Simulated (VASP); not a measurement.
# MgO (Pm-3m) in VASP: a series of runs

One crystal, MgO, is run at these levels: r2SCAN; tasks: single point, relaxation of cell and atoms.

Program: VASP 6.6.1. These are calculated values, not measurements. Logs are shortened: lines on timing, memory, paths and dates and some standing lists are left out, and cuts for length are marked.

### Step 1. The undisturbed crystal

Symmetry: Pm-3m, No. 221, cubic system. Conventional cell: a = 2.623 Å, b = 2.623 Å, c = 2.623 Å, α = 90.00°, β = 90.00°, γ = 90.00°. Mg (site symmetry m-3m) is surrounded by 8 O at 2.27 Å. O (site symmetry m-3m) is surrounded by 8 Mg at 2.27 Å.

The cell was built by a generator and needn't be a form met in nature.

### Step 2. Single point, r2SCAN (cell and atoms relaxed tightly for response)

POSCAR reads:

```
MgO
1.0
    2.6234346196      0.0000000000      0.0000000000
    0.0000000000      2.6234346196      0.0000000000
    0.0000000000      0.0000000000      2.6234346196
Mg O
1 1
Direct
    0.0000000000      0.0000000000      0.0000000000
    0.5000000000      0.5000000000      0.5000000000
```

INCAR.step1 reads:

```
PREC     = Accurate       # precision mode
ENCUT    = 520            # plane-wave cutoff, eV
ISMEAR   = 0              # smearing method
SIGMA    = 0.01           # smearing width, eV
LREAL    = False          # projectors in reciprocal space
LASPH    = True           # aspherical terms in the spheres
NELM     = 60             # most SCF steps
NBANDS   = 11             # bands
GGA      = PE             # functional
ALGO     = Normal         # electronic algorithm
EDIFF    = 1E-4           # SCF threshold, eV
LWAVE    = True           # write WAVECAR
LCHARG   = False          # write CHGCAR
```

INCAR.step2 reads:

```
PREC     = Accurate       # precision mode
ENCUT    = 520            # plane-wave cutoff, eV
EDIFF    = 1E-6           # SCF threshold, eV
ISMEAR   = 0              # smearing method
SIGMA    = 0.01           # smearing width, eV
LREAL    = False          # projectors in reciprocal space
LASPH    = True           # aspherical terms in the spheres
NELM     = 60             # most SCF steps
ALGO     = Normal         # electronic algorithm
ISIF     = 2              # what is computed and relaxed
LWAVE    = False          # write WAVECAR
LCHARG   = True           # write CHGCAR
METAGGA  = R2SCAN         # meta-GGA
LMIXTAU  = True         
LELF     = True           # ELF
LVHAR    = True         
NBANDS   = 11             # bands
ISTART   = 1
```

KPOINTS reads:

```
Automatic mesh
0
Gamma
  10 10 10
```

Potentials or basis: VASP PAW PBE potentials, release 64 (Mg, O).

Command:

```bash
cat potpaw_PBE.64/Mg/POTCAR potpaw_PBE.64/O/POTCAR > POTCAR
cp INCAR.step1 INCAR
mpirun -np 1 vasp_std > vasp.out
cp INCAR.step2 INCAR
mpirun -np 1 vasp_std > vasp.out
```

OUTCAR:

```text
PREC = Accurate
   ENCUT = 520
   EDIFF = 1E-6
   ISMEAR = 0
   LREAL = False
   LASPH = True
   NELM = 60
   ISIF = 2
   METAGGA = R2SCAN
   ISTART = 1

 ion  position               nearest neighbor table
   1  0.000  0.000  0.000-   2 2.27   2 2.27   2 2.27   2 2.27   2 2.27   2 2.27   2 2.27   2 2.27

   2  0.500  0.500  0.500-   1 2.27   1 2.27   1 2.27   1 2.27   1 2.27   1 2.27   1 2.27   1 2.27

  LATTYP: Found a simple cubic cell.
 ALAT       =     2.6234346196

  Lattice vectors:

 A1 = (   2.6234346196,   0.0000000000,   0.0000000000)
 A2 = (   0.0000000000,   2.6234346196,   0.0000000000)
 A3 = (   0.0000000000,   0.0000000000,   2.6234346196)

Analysis of symmetry for initial positions (statically):
=====================================================================
 Subroutine PRICEL returns:
 Original cell was already a primitive cell.

 Routine SETGRP: Setting up the symmetry group for a
 simple cubic supercell.

 Subroutine GETGRP returns: Found 48 space group operations
 (whereof 48 operations were pure point group operations)
 out of a pool of 48 trial point group operations.

The static configuration has the point symmetry O_h .

Analysis of symmetry for dynamics (positions and initial velocities):
=====================================================================
 Subroutine PRICEL returns:
 Original cell was already a primitive cell.

 Routine SETGRP: Setting up the symmetry group for a
 simple cubic supercell.

 Subroutine GETGRP returns: Found 48 space group operations
 (whereof 48 operations were pure point group operations)
 out of a pool of 48 trial point group operations.

The dynamic configuration has the point symmetry O_h .

 Subroutine INISYM returns: Found 48 space group operations
 (whereof 48 operations are pure point group operations),
 and found     1 'primitive' translations

----------------------------------------------------------------------------------------

                                     Primitive cell

  volume of cell :      18.0556

  direct lattice vectors                    reciprocal lattice vectors
     2.623434620  0.000000000  0.000000000     0.381179692  0.000000000  0.000000000
     0.000000000  2.623434620  0.000000000     0.000000000  0.381179692  0.000000000
     0.000000000  0.000000000  2.623434620     0.000000000  0.000000000  0.381179692

  length of vectors
     2.623434620  2.623434620  2.623434620     0.381179692  0.381179692  0.381179692

  position of ions in fractional coordinates (direct lattice)
     0.000000000  0.000000000  0.000000000
[... 90 lines left out ...]
   NUPDOWN=      -1.0000    fix difference up-down
   EMIN   =  10.00;   EMAX   =-10.00  energy-range for DOS
   EFERMI =   0.00;   METHOD = LEGACY
   ISMEAR =     0;   SIGMA  =   0.01  broadening in eV -4-tet -1-fermi 0-gaus
   EFERMI_NEDOS =   21; number of points for ismear=-14 and -15
   IALGO  =     38    algorithm
   IMIX   =      4    mixing-type and parameters
     AMIX     =   0.40;   BMIX     =  1.00
     AMIX_MAG =   1.60;   BMIX_MAG =  1.00
  volume/ion in A,a.u.               =       9.03        60.92
  Fermi-wavevector in a.u.,A,eV,Ry     =   1.248057  2.358487 21.193080  1.557647
  Thomas-Fermi vector in A             =   2.382161
   LORBIT       =      0    0 simple, 1 ext, 2 COOP (PROOUT), +10 PAW based schemes
   METAGGA = R2SCAN    functional components
   LHFCALC =     F    Hartree Fock is set to
   AEXX    =    0.0000 exact exchange contribution
   IVDW    =     0    specifies the selected vdW correction
   LEPSILON=     F    determine dielectric tensor
   LRPA    =     F    only Hartree local field effects (RPA)
 non-spin polarized calculation
 Gauss-broadening in eV      SIGMA  =   0.01
  energy-cutoff  :      520.00
  volume of cell :       18.06
 maximum number of plane-waves:       500
 NGX is ok and might be reduce to    20
   NGX =  9   NGY =  9   NGZ =  9

 number of electron       7.9999999 magnetization

 Free energy of the ion-electron system (eV)
  ---------------------------------------------------
  ext. energy  EPLUGINS =         0.00000000
  ---------------------------------------------------
  free energy    TOTEN  =       -14.52763172 eV

  energy without entropy =      -14.52763172  energy(sigma->0) =      -14.52763172

 E-fermi :   4.9517     XC(G=0): -11.8828

 val. band max:        4.8157072403   @ k =   0.5000   0.5000   0.0000
 cond. band min:       8.2661243518   @ k =   0.0000   0.0000   0.0000
 fundamental gap:      3.4504171115
 Fermi energy:         4.9516551483

 k-point     1 :       0.0000    0.0000    0.0000
  band No.  band energies     occupation
      1     -14.7663      2.00000
      2       3.7573      2.00000
      3       3.7573      2.00000
      4       3.7573      2.00000
      5       8.2661      0.00000
      6      16.2775      0.00000
      7      16.2775      0.00000
      8      26.7043      0.00000
      9      26.7043      0.00000
     10      26.7043      0.00000
     11      33.8499      0.00000
[... 309 lines left out ...]
 k-point    24 :       0.3000    0.1000    0.1000
  band No.  band energies     occupation
      1     -13.8521      2.00000
      2      -0.0396      2.00000
      3       3.4016      2.00000
      4       3.6298      2.00000
      5      11.9403      0.00000
      6      16.6829      0.00000
      7      17.8524      0.00000
      8      24.1501      0.00000
      9      24.7836      0.00000
     10      28.2048      0.00000
     11      28.3500      0.00000

 [... further k-points ...]

------------------------ aborting loop because EDIFF is reached ----------------------------------------

  FORCE on cell =-STRESS in cart. coord.  units (eV):
  Direction    XX          YY          ZZ          XY          YZ          ZX
  --------------------------------------------------------------------------------------
  -------------------------------------------------------------------------------------
  Total       -0.1350123     -0.1350123     -0.1350123     -0.0000000     -0.0000000      0.0000000
  in kB      -11.9804474    -11.9804474    -11.9804474     -0.0000000     -0.0000000      0.0000000
  external PRESSURE =     -11.9804474 kB  Pullay stress =       0.0000000 kB

 VOLUME and BASIS-vectors are now :
 -----------------------------------------------------------------------------
  energy-cutoff  :      520.00
  volume of cell :       18.06
      direct lattice vectors                 reciprocal lattice vectors
     2.623434620  0.000000000  0.000000000     0.381179692  0.000000000  0.000000000
     0.000000000  2.623434620  0.000000000     0.000000000  0.381179692  0.000000000
     0.000000000  0.000000000  2.623434620     0.000000000  0.000000000  0.381179692

 POSITION                                       TOTAL-FORCE (eV/Angst)
 -----------------------------------------------------------------------------------
      0.00000      0.00000      0.00000         0.000000      0.000000      0.000000
      1.31172      1.31172      1.31172         0.000000      0.000000      0.000000
 -----------------------------------------------------------------------------------
    total drift:                                0.000000      0.000000      0.000000

  FREE ENERGIE OF THE ION-ELECTRON SYSTEM (eV)
  ---------------------------------------------------
  free  energy   TOTEN  =       -14.5276317159 eV

  energy  without entropy=      -14.5276317159  energy(sigma->0) =      -14.52763172
```

OSZICAR.step1:

```text
N       E                     dE             d eps       ncg     rms          rms(c)
DAV:   1     0.163678088794E+02    0.16368E+02   -0.45313E+03  1384   0.649E+02
DAV:   2    -0.114063209203E+02   -0.27774E+02   -0.26951E+02  1449   0.134E+02
DAV:   3    -0.120376914504E+02   -0.63137E+00   -0.63096E+00  1425   0.181E+01
DAV:   4    -0.120391980401E+02   -0.15066E-02   -0.15066E-02  1330   0.987E-01
DAV:   5    -0.120392023251E+02   -0.42850E-05   -0.42850E-05  1389   0.511E-02    0.705E+00
DAV:   6    -0.104547511352E+02    0.15845E+01   -0.84647E+00  1253   0.159E+01    0.219E+00
DAV:   7    -0.104155636902E+02    0.39187E-01   -0.64805E-02  1337   0.219E+00    0.131E+00
DAV:   8    -0.103895221197E+02    0.26042E-01   -0.37662E-02  1321   0.197E+00    0.236E-01
DAV:   9    -0.103892487372E+02    0.27338E-03   -0.32915E-04  1335   0.135E-01    0.152E-01
DAV:  10    -0.103891640720E+02    0.84665E-04   -0.29956E-04  1208   0.147E-01
   1 F= -.10389164E+02 E0= -.10389164E+02  d E =-.323519E-98
```

It took 23 s on 1 thread of Intel Xeon Platinum 8559C (Emerald Rapids), shared host; peak memory 0.13 GiB.

What came out:

* Free energy: -14.5276 eV
* Pressure: -1.2 GPa
* Band gap on the k mesh: 3.45 eV, indirect (least direct gap 4.51 eV)

Caveat: the PAW data sets were made with another functional, which shifts forces and pressure a little.

### Step 3. Relaxation of cell and atoms, r2SCAN (cell and atoms relaxed tightly for response)

POSCAR is that of step 2.

INCAR.step1 reads:

```
PREC = Accurate
ENCUT = 600
ISMEAR = 0
SIGMA = 0.01
LREAL = F
LASPH = T
NELM = 60
GGA = PE
ALGO = Normal
EDIFF = 1E-4
LWAVE = T
LCHARG = F
```

INCAR.step2 reads:

```
PREC = Accurate
ENCUT = 600
EDIFF = 1E-7
ISMEAR = 0
SIGMA = 0.01
LREAL = F
LASPH = T
NELM = 60
ALGO = Normal
ISIF = 3
LWAVE = F
LCHARG = F
METAGGA = R2SCAN
LMIXTAU = T
IBRION = 2
NSW = 80
EDIFFG = -0.001
ISTART = 1
```

KPOINTS reads:

```
regular mesh
0
Gamma
  10 10 10
```

Potentials or basis: VASP PAW PBE potentials, release 64 (Mg, O).

Command:

```bash
cat potpaw_PBE.64/Mg/POTCAR potpaw_PBE.64/O/POTCAR > POTCAR
cp INCAR.step1 INCAR
mpirun -np 1 vasp_std > vasp.out
cp INCAR.step2 INCAR
mpirun -np 1 vasp_std > vasp.out
```

It took 49 s on 1 thread of Intel Xeon Platinum 8559C (Emerald Rapids), shared host; peak memory 0.15 GiB.

It converged, with:

- Free energy: -14.5310 eV
- Relaxed volume: 8.95 Å³/atom
- Relaxed cell: a = 2.616 Å, b = 2.616 Å, c = 2.616 Å, α = 90.00°, β = 90.00°, γ = 90.00°
- Space group after relaxing (to 0.05 Å): Pm-3m (No. 221)
- Energy gained by relaxing: 0.3 meV/atom
- Ionic steps: 4
- Pressure after relaxing: 0.0 GPa
- Band gap on the k mesh: 3.54 eV, indirect (least direct gap 4.60 eV)

The path:
```csv
step,energy change (eV),largest force (eV/Å),pressure (GPa),volume (Å³)
1,0.0000,0.0000,-1.36,18.06
2,-0.0006,0.0000,0.39,17.86
3,-0.0007,0.0000,0.03,17.90
4,-0.0007,0.0000,-0.02,17.90
```

Final structure:
```yaml
crystal:
  lattice:
    - [2.61589, 0.00000, 0.00000]
    - [0.00000, 2.61589, 0.00000]
    - [0.00000, 0.00000, 2.61589]
  atoms:
    - { symbol: Mg, position: [0.00000, 0.00000, 0.00000] }
    - { symbol: O, position: [0.50000, 0.50000, 0.50000] }
```

Levels at points of the mesh, in eV from the valence-band top:
```
           k point  band 1  band 2  band 3  band 4  band 5  band 6  band 7  band 8
(0.00, 0.00, 0.00)  -19.64   -1.07   -1.07   -1.07    3.54   11.48   11.48   22.04
(0.50, 0.00, 0.00)  -18.41   -6.66   -0.60   -0.60    8.09   10.73   15.86   18.59
(0.50, 0.50, 0.00)  -17.51   -4.89   -4.89    0.00    5.92   13.56   13.56   14.53
(0.50, 0.50, 0.50)  -16.62   -3.83   -3.83   -3.83    8.45    8.45    8.45   18.09
```

Caveat: the PAW data sets were made with another functional, which shifts forces and pressure a little. A k mesh can miss the band edges.
